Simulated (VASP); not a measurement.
HgTe (Coloradoite):

```
Hg Te
1.0
     0.00000    3.21450    3.21450
     3.21450    0.00000    3.21450
     3.21450    3.21450    0.00000
Hg Te
1 1
Direct
  0.00000 0.00000 0.00000
  0.75000 0.75000 0.75000
```

- Program: VASP 6.6.1
- Task: relaxation of cell and atoms
- Functional: PBE
- Dispersion: D3(BJ)
- Potentials or basis: VASP PAW PBE potentials, release 64 (Hg, Te)
- Cutoff: 600 eV
- k mesh: 7 × 7 × 7
- Occupations: fermi-dirac, width 0.05 eV
- Spin: no spin polarisation

At the start: pressure 2.6 GPa; volume 33.22 Å³/atom.

Where does the relaxation end?

Over 3 steps the energy falls by 14.8 meV/atom and the volume is 35.14 Å³/atom (+5.8 %); space group F-43m (No. 216, to 0.05 Å).

Step by step:
```tsv
step	energy change (eV)	largest force (eV/Å)	pressure (GPa)	volume (Å³)
1	0.0000	0.0000	2.60	66.43
2	-0.0260	0.0000	-0.78	71.76
3	-0.0297	0.0000	0.01	70.29
```

Final structure:
```cif
data_structure
_symmetry_space_group_name_H-M 'P 1'
_symmetry_Int_Tables_number 1
_cell_length_a 4.6323
_cell_length_b 4.6323
_cell_length_c 4.6323
_cell_angle_alpha 60.000
_cell_angle_beta 60.000
_cell_angle_gamma 60.000
_cell_volume 70.29
loop_
_atom_site_label
_atom_site_type_symbol
_atom_site_fract_x
_atom_site_fract_y
_atom_site_fract_z
_atom_site_occupancy
Hg1 Hg 0.00000 0.00000 0.00000 1
Te1 Te 0.75000 0.75000 0.75000 1
```

Caveat: pairwise dispersion overbinds metals, which lowers pressure and volume.
